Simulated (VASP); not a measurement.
# BN (F-43m) in VASP: Born charges and dielectric tensor with RPBE

Aim: the Born charges and dielectric tensor of BN with RPBE.

Everything below comes from runs of VASP 6.6.1. Logs are shortened: lines on timing, memory, paths and dates and some standing lists are left out, and cuts for length are marked.

**Experimental background.**

From a printed reference work, monograph, for a bulk crystal of BN at 300 K: band gap 6.4 eV (indirect).

How close the calculation comes is told below.

### 1 Starting point

It takes space group F-43m (No. 216, cubic). The conventional cell has a = 3.644 Å, b = 3.644 Å, c = 3.644 Å, α = 90.00°, β = 90.00°, γ = 90.00°. B (site symmetry -43m) has 4 N at 1.58 Å as nearest neighbours. N (site symmetry -43m) has 4 B at 1.58 Å as nearest neighbours.

The cell is a database's computed one.

### 2 Born charges and dielectric tensor, RPBE

File INCAR:

```
SYSTEM = BN
PREC     = Accurate       ! precision mode
ENCUT    = 600            ! plane-wave cutoff, eV
EDIFF    = 1E-8           ! SCF threshold, eV
ISMEAR   = 0              ! smearing method
SIGMA    = 0.02           ! smearing width, eV
LREAL    = .FALSE.        ! projectors in reciprocal space
LASPH    = .TRUE.         ! aspherical terms in the spheres
NELM     = 100            ! most SCF steps
ALGO     = Normal         ! electronic algorithm
ISIF     = 2              ! what is computed and relaxed
LWAVE    = .FALSE.        ! write WAVECAR
LCHARG   = .FALSE.        ! write CHGCAR
GGA      = RP             ! functional
LEPSILON = .TRUE.         ! dielectric tensor by DFPT
IBRION   = 8              ! ionic algorithm
NSW      = 1              ! ionic steps
```

File KPOINTS:

```
Automatic mesh
0
G
  12 12 12
  0 0 0
```

File POSCAR:

```
BN
1.0
    0.0000000000      1.8219000000      1.8219000000
    1.8219000000      0.0000000000      1.8219000000
    1.8219000000      1.8219000000      0.0000000000
B N
1 1
Direct
    0.0000000000      0.0000000000      0.0000000000
    0.2500000000      0.2500000000      0.2500000000
```

Potentials or basis: VASP PAW PBE potentials, release 64 (B, N).

Launch:

```bash
$ cat potpaw_PBE.64/B/POTCAR potpaw_PBE.64/N/POTCAR > POTCAR
$ mpirun -np 1 vasp_std > vasp.out
```

OUTCAR:

```text
SYSTEM = BN
   PREC = Accurate
   ENCUT = 600
   EDIFF = 1E-8
   ISMEAR = 0
   LREAL = .FALSE.
   LASPH = .TRUE.
   NELM = 100
   ISIF = 2
   GGA = RP
   LEPSILON = .TRUE.
   IBRION = 8
   NSW = 1

 ion  position               nearest neighbor table
   1  0.000  0.000  0.000-   2 1.58   2 1.58   2 1.58   2 1.58
   2  0.250  0.250  0.250-   1 1.58   1 1.58   1 1.58   1 1.58

  LATTYP: Found a face centered cubic cell.
 ALAT       =     3.6438000000

  Lattice vectors:

 A1 = (   0.0000000000,   1.8219000000,   1.8219000000)
 A2 = (   1.8219000000,   0.0000000000,   1.8219000000)
 A3 = (   1.8219000000,   1.8219000000,   0.0000000000)

Analysis of symmetry for initial positions (statically):
=====================================================================
 Subroutine PRICEL returns:
 Original cell was already a primitive cell.

 Routine SETGRP: Setting up the symmetry group for a
 face centered cubic supercell.

 Subroutine GETGRP returns: Found 24 space group operations
 (whereof 24 operations were pure point group operations)
 out of a pool of 48 trial point group operations.

The static configuration has the point symmetry T_d .

Analysis of symmetry for dynamics (positions and initial velocities):
=====================================================================
 Subroutine PRICEL returns:
 Original cell was already a primitive cell.

 Routine SETGRP: Setting up the symmetry group for a
 face centered cubic supercell.

 Subroutine GETGRP returns: Found 24 space group operations
 (whereof 24 operations were pure point group operations)
 out of a pool of 48 trial point group operations.

The dynamic configuration has the point symmetry T_d .

 Subroutine INISYM returns: Found 24 space group operations
 (whereof 24 operations are pure point group operations),
 and found     1 'primitive' translations

----------------------------------------------------------------------------------------

                                     Primitive cell

  volume of cell :      12.0949

  direct lattice vectors                    reciprocal lattice vectors
     0.000000000  1.821900000  1.821900000    -0.274438773  0.274438773  0.274438773
     1.821900000  0.000000000  1.821900000     0.274438773 -0.274438773  0.274438773
     1.821900000  1.821900000  0.000000000     0.274438773  0.274438773 -0.274438773

  length of vectors
     2.576555689  2.576555689  2.576555689     0.475341898  0.475341898  0.475341898

  position of ions in fractional coordinates (direct lattice)
     0.000000000  0.000000000  0.000000000
     0.250000000  0.250000000  0.250000000

  ion indices of the primitive-cell ions
   primitive index   ion index
                 1           1
                 2           2

----------------------------------------------------------------------------------------

 KPOINTS: Automatic mesh

Automatic generation of k-mesh.
 Grid dimensions read from file:
 generate k-points for:   12   12   12

 Generating k-lattice:

  Cartesian coordinates                     Fractional coordinates (reciprocal lattice)
    -0.022869898  0.022869898  0.022869898     0.083333333  0.000000000  0.000000000
[... 414 lines left out ...]
  ---------------------------------------------------
  free energy    TOTEN  =        -0.13295984 eV

  energy without entropy =       -0.13295984

------------------------ aborting loop because EDIFF is reached ----------------------------------------

--------------------------------------- Ionic step        2  -------------------------------------------

------------------------ aborting loop because EDIFF is reached ----------------------------------------

--------------------------------------- Ionic step        3  -------------------------------------------

------------------------ aborting loop because EDIFF is reached ----------------------------------------

 PIEZOELECTRIC TENSOR FIELD DIRECTION 3  (e Angst)
 -----------------------------------------------------------------------------
    -0.00032 -0.79408  0.00000           ( -0.00000 -0.00501  0.00000)
    -0.79408 -0.00032  0.00000           ( -0.00501 -0.00000  0.00000)
     0.00000  0.00000  0.00024           (  0.00000  0.00000 -0.00000)

 PIEZOELECTRIC TENSOR FIELD DIRECTION 3  (C/m^2)
 -----------------------------------------------------------------------------
    -0.00042 -1.05190  0.00000
    -1.05190 -0.00042  0.00000
     0.00000  0.00000  0.00032

--------------------------------------- Ionic step        4  -------------------------------------------

------------------------ aborting loop because EDIFF is reached ----------------------------------------

[... ionic steps 5 to 6 ...]

--------------------------------------- Ionic step        7  -------------------------------------------

 Free energy of the ion-electron system (eV)
  ---------------------------------------------------
  ---------------------------------------------------
  free energy    TOTEN  =        -0.22932038 eV

  energy without entropy =       -0.22932038

------------------------ aborting loop because EDIFF is reached ----------------------------------------

 INTERNAL STRAIN TENSOR  FOR ION    2  DIRECTION 1   (eV/Angst):
 -----------------------------------------------------------------------------
    -0.01430  0.00000  0.00000
     0.00000  0.00824 -1.02287
     0.00000 -1.02287  0.00824

 MACROSCOPIC STATIC DIELECTRIC TENSOR (including local field effects in DFT)
 ------------------------------------------------------
           4.640724     0.000000     0.000000
           0.000000     4.640724    -0.000000
           0.000000     0.000000     4.640724
 ------------------------------------------------------

 PIEZOELECTRIC TENSOR (including local field effects)  for field in x, y, z        (e  Angst)
          XX          YY          ZZ          XY          YZ          ZX
  --------------------------------------------------------------------------------
  x     0.00000     0.00000    -0.00000     0.00000    -0.79431     0.00000
  y     0.00000     0.00000    -0.00000     0.00000     0.00000    -0.79431
  z    -0.00000     0.00000     0.00000    -0.79431     0.00000     0.00000

 PIEZOELECTRIC TENSOR (including local field effects)  for field in x, y, z        (C/m^2)
          XX          YY          ZZ          XY          YZ          ZX
  --------------------------------------------------------------------------------
  x     0.00000     0.00000    -0.00000     0.00000    -1.05220     0.00000
  y     0.00000     0.00000    -0.00000     0.00000     0.00000    -1.05220
  z    -0.00000     0.00000     0.00000    -1.05220     0.00000     0.00000

 BORN EFFECTIVE CHARGES (including local field effects) (in |e|, cummulative output)
 ---------------------------------------------------------------------------------
 ion    1
    1     1.92819    -0.00000    -0.00000
    2    -0.00000     1.92819    -0.00000
    3     0.00000     0.00000     1.92819
 ion    2
    1    -1.92819     0.00000     0.00000
    2     0.00000    -1.92819     0.00000
    3    -0.00000     0.00000    -1.92819

 INTERNAL STRAIN TENSOR FOR ION    2 for displacements in x,y,z  (eV/Angst):
          X           Y           Z          XY          YZ          ZX
  --------------------------------------------------------------------------------
  x     0.00000     0.00000     0.00000     0.00000    -1.02287     0.00000
  y    -0.00000     0.00000    -0.00000     0.00000     0.00000    -1.02287
  z     0.00000     0.00000     0.00000    -1.02287     0.00000     0.00000

 SECOND DERIVATIVES (NOT SYMMETRIZED)
 ------------------------------------
               1X          1Y          1Z          2X          2Y          2Z
  1X   -23.101340    0.000000    0.000000   23.101340    0.000000    0.000000
  1Y     0.000000  -23.101340    0.000000    0.000000   23.101340    0.000000
  1Z     0.000000    0.000000  -23.101340    0.000000    0.000000   23.101340
  2X    23.105007    0.000000    0.000000  -23.105007    0.000000    0.000000
  2Y     0.000000   23.105007    0.000000    0.000000  -23.105007    0.000000
  2Z     0.000000    0.000000   23.105007    0.000000    0.000000  -23.105007

 Eigenvectors and eigenvalues of the dynamical matrix
 ----------------------------------------------------

   1 f  =   30.423050 THz   191.153663 2PiTHz 1014.803725 cm-1   125.819570 meV
             X         Y         Z           dx          dy          dz
      0.000000  0.000000  0.000000     0.000000    0.751162    0.000000
      0.910950  0.910950  0.910950     0.000000   -0.660118    0.000000
[... 21 lines left out ...]
   6 f/i=    0.001197 THz     0.007522 2PiTHz    0.039931 cm-1     0.004951 meV
             X         Y         Z           dx          dy          dz
      0.000000  0.000000  0.000000     0.000000    0.000000   -0.660118
      0.910950  0.910950  0.910950     0.000000    0.000000   -0.751162

--------------------------------------------------------------------------------------------------------

 MACROSCOPIC STATIC DIELECTRIC TENSOR IONIC CONTRIBUTION
 ------------------------------------------------------
           2.407627    -0.000000     0.000000
          -0.000000     2.407627    -0.000000
           0.000000    -0.000000     2.407627
 ------------------------------------------------------

 ELASTIC MODULI CONTR FROM IONIC RELAXATION (kBar)
 Direction    XX          YY          ZZ          XY          YZ          ZX
 --------------------------------------------------------------------------------
 XX          -0.0000      0.0000      0.0000      0.0000     -0.0000     -0.0000
 YY           0.0000     -0.0000      0.0000      0.0000      0.0000      0.0000
 ZZ           0.0000      0.0000     -0.0000     -0.0000      0.0000     -0.0000
 XY           0.0000      0.0000     -0.0000     -4.9839      0.0000      0.0000
 YZ          -0.0000      0.0000      0.0000      0.0000     -4.9839      0.0000
 ZX          -0.0000      0.0000     -0.0000      0.0000      0.0000     -4.9839
 --------------------------------------------------------------------------------

 PIEZOELECTRIC TENSOR IONIC CONTR  for field in x, y, z        (C/m^2)
          XX          YY          ZZ          XY          YZ          ZX
  --------------------------------------------------------------------------------
  x     0.00000    -0.00000    -0.00000    -0.00000     0.10307    -0.00000
  y     0.00000    -0.00000     0.00000    -0.00000    -0.00000     0.10307
  z    -0.00000    -0.00000     0.00000     0.10307     0.00000     0.00000
```

It took 1.9 min on 1 thread of Intel Xeon Platinum 8559C (Emerald Rapids), shared host; peak memory 0.2 GiB.

Results:

| Property | Result |
| --- | --- |
| Band gap on the k mesh | 4.47 eV, indirect (least direct gap 8.76 eV) |
| Electronic dielectric tensor (diagonal) | 4.64 |
| Born charges (mean of the diagonal) | B +1.93; N -1.93 e |
| Highest phonon frequency at Γ, LO-TO splitting left out | 1015 cm⁻¹ |

Levels at points of the mesh, in eV from the valence-band top:
```csv
k point,band 1,band 2,band 3,band 4,band 5,band 6,band 7,band 8
"(0.00, 0.00, 0.00)",-20.03,0.00,0.00,0.00,8.76,8.76,8.76,9.96
"(0.50, 0.00, 0.00)",-15.94,-10.48,-1.89,-1.89,9.83,10.62,10.62,15.11
"(0.50, 0.50, 0.00)",-14.61,-8.79,-4.79,-4.79,4.47,9.12,17.67,17.67
```

Phonon frequencies in cm⁻¹ (negative: imaginary):
```
              q point           frequencies
(0.000, 0.000, 0.000)  0 0 0 1015 1015 1015
```

Electronic dielectric tensor:
```
4.64 0.00 0.00
0.00 4.64 0.00
0.00 0.00 4.64
```

Born effective charge tensors (e):
atom 1, B
```
1.93 0.00 0.00
0.00 1.93 0.00
0.00 0.00 1.93
```
atom 2, N
```
-1.93  0.00  0.00
 0.00 -1.93  0.00
 0.00  0.00 -1.93
```

### 3 Against experiment

Step 2. A measured gap of BN is 6.4 eV (indirect; 300 K; a printed reference work, monograph); the calculated 4.47 eV misses it by -1.93 eV. The value is that of RPBE on a finite k mesh, which can miss the band edges, without temperature or zero-point motion. Semilocal functionals fall short of measured gaps as a rule. The cell is a database's relaxed one, not the measured one, which moves gaps too.
